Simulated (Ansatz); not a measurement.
The calculation used DFT PBE, scalar-relativistic, plane waves, PAW in Ansatz 0.2.0. Settings: cutoff 420 eV, Γ-centred meshes spaced at most about 0.3 Å⁻¹, and about 0.25 Å⁻¹ or finer for metals (2π included), Gaussian smearing. No spin polarisation in the final relaxations.

These are static total energies at zero pressure. Lower structures may exist.

**Question.** Order these relaxed structures of WC by energy, lowest first, with the energy over the lowest of them.
1.

```
CELL_PARAMETERS angstrom
2.92224 0.00000 0.00000
-1.46112 2.53074 0.00000
0.00000 0.00000 2.84653
ATOMIC_POSITIONS crystal
W 0.00000 0.00000 0.00000
C 0.66667 0.33333 0.50000
```

2.

```
CELL_PARAMETERS angstrom
3.05748 0.00000 0.00000
0.00000 3.05748 0.00000
0.00000 0.00000 4.50238
ATOMIC_POSITIONS crystal
W 0.50000 0.00000 0.71941
W 0.00000 0.50000 0.28059
C 0.50000 0.00000 0.22284
C 0.00000 0.50000 0.77716
```

3.

```
CELL_PARAMETERS angstrom
2.93994 0.00000 0.00000
0.00000 2.93994 0.00000
0.00000 0.00000 3.02770
ATOMIC_POSITIONS crystal
W 0.00000 0.00000 0.00000
C 0.50000 0.50000 0.00000
```

**Answer.** 1 (0 meV/atom), 2 (420 meV/atom), 3 (878 meV/atom). Forms: 1 tungsten carbide type, P-6m2; 2 P4/nmm; 3 P4/mmm. Counting C atoms around W (those within 1.25 times the shortest such distance or 1.15 times the sum of covalent radii, 1.27 where that leaves under three): cell 1 has W 6; cell 2 has W 6; cell 3 has W 4.

These runs have no spin–orbit coupling, which can matter for W. The P-6m2 cell at 10.5 Å³/atom was relaxed from a measured cell (COD). With atoms moved at random, P-6m2 came back. Other cells relaxed within their symmetry can be saddle points. Some types were kept out of the candidates beforehand, so the set may lack a known form.
